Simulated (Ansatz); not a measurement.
# Zr2N: the cost of one run

Method: DFT PBE, scalar-relativistic, plane waves, PAW, in Ansatz 0.2.0.

### Step 1. The system as given

Symmetry: Immm, No. 71, orthorhombic system. Conventional cell: a = 3.805 Å, b = 3.992 Å, c = 7.118 Å, α = 90.00°, β = 90.00°, γ = 90.00°. Zr (site symmetry mm2) is surrounded by 4 N at 2.45 to 2.83 Å and 4 Zr at 2.80 Å. N (site symmetry mmm) has 4 Zr at 2.45 Å as nearest neighbours.

As a file:

```cif
data_structure
_symmetry_space_group_name_H-M 'P 1'
_symmetry_Int_Tables_number 1
_cell_length_a 4.5023
_cell_length_b 4.5023
_cell_length_c 4.5023
_cell_angle_alpha 130.001
_cell_angle_beta 127.372
_cell_angle_gamma 75.535
_cell_volume 54.06
loop_
_atom_site_label
_atom_site_type_symbol
_atom_site_fract_x
_atom_site_fract_y
_atom_site_fract_z
_atom_site_occupancy
Zr1 Zr 0.21723 0.21723 0.00000 1
Zr2 Zr 0.78277 0.78277 0.00000 1
N1 N 0.00000 0.50000 0.50000 1
```

A structure generator made this guess: random cell by space group and Wyckoff sites (Immm, No. 71). Lengths come from tabulated atomic sizes and are only a guess.

### Step 2. A first look at the guess

The input, input.yaml:

```yaml
crystal:
  lattice:
    - [-1.9027137, 1.99582831, 3.5590752]
    - [1.9027137, -1.99582831, 3.5590752]
    - [1.9027137, 1.99582831, -3.5590752]
  atoms:
    - { symbol: Zr, position: [0.21723453, 0.21723453, 0.0] }
    - { symbol: Zr, position: [0.78276547, 0.78276547, 0.0] }
    - { symbol: "N", position: [0.0, 0.5, 0.5] }
basis:
  ecutwfc: 420
kpoints:
  mp_grid: { grid: [6, 6, 6] }
hamiltonian:
  xc: pbe
scf:
  occupations: { method: gaussian, width: 0.1 }
  lower_state_search: "off"
output:
  forces: true
  stress: true
  eigenvalues: true
```

Run with:

```
$ ansatz run input.yaml --threads 1 --pin off --max-ram 2560MiB --backend cpu --events-out ev --progress --plain --runs-dir out
```

Q: Estimate wall time and peak memory on 1 thread of AMD EPYC 9R45 (Zen 5), shared host.

About 1.2 s, with a peak of 0.39 GiB.
